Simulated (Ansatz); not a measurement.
# TaS2: the cost of one run

Computed with Ansatz 0.2.0 (DFT PBEsol+U (U_eff = 7 eV on Ta d), plane waves, PAW, no spin–orbit coupling unless a run says so, unless a step's input says otherwise).

## (1) The structure to begin with

Symmetry: P-3m1, No. 164, trigonal system. The conventional cell has a = 3.350 Å, b = 3.350 Å, c = 5.860 Å, α = 90.00°, β = 90.00°, γ = 120.00°. Around Ta (site symmetry -3m) lie 6 S at 2.43 Å. Around S (site symmetry 3m) lie 3 Ta at 2.43 Å.

As a file:

```xyz
3
Lattice="3.3500 0.0000 0.0000 -1.6750 2.9012 0.0000 0.0000 0.0000 5.8600" Properties=species:S:1:pos:R:3 pbc="T T T"
Ta    0.0000    0.0000    0.0000
S     0.0000    1.9341    1.4650
S     1.6750    0.9671    4.3950
```

Magnetic order typed: ferromagnetic.

## (2) From atoms, symmetry kept, no search

input.yaml reads:

```yaml
crystal:
  lattice:
    - [3.3500014, 0.0, 0.0]
    - [-1.6750007, 2.90118631, 0.0]
    - [0.0, 0.0, 5.85999874]
  atoms:
    - { symbol: Ta, position: [0.0, 0.0, 0.0], spin: 1.0, spin_axis: [1.0, 0.0, 0.0] }
    - { symbol: S, position: [0.3333333333, 0.6666666667, 0.25] }
    - { symbol: S, position: [0.6666666667, 0.3333333333, 0.75] }
basis:
  ecutwfc: 420
  ecutrho_ratio: 4
kpoints:
  mp_grid: { grid: [7, 7, 3] }
hamiltonian:
  xc: pbesol
  hubbard: { sites: [{ site: 0, l: d, u_eff: 7.0 }] }
scf:
  occupations: { method: gaussian, width: 0.05 }
  lower_state_search: "off"
  max_iter: 150
output:
  forces: true
  stress: true
  eigenvalues: true
  populations: true
  hubbard: { sites: [{ site: 0, l: d }] }
magnetization:
  noncollinear: true
  spin_orbit: true
```

This run includes spin–orbit coupling.

Launch:

```console
$ ansatz run input.yaml --threads 4 --pin off --max-ram 6144MiB --backend cpu --events-out ev --progress --plain --runs-dir out
```

Q: Estimate wall time and peak memory on 4 threads of Intel Xeon Platinum 8559C (Emerald Rapids), shared host.

About 31 s, with a peak of 0.76 GiB.
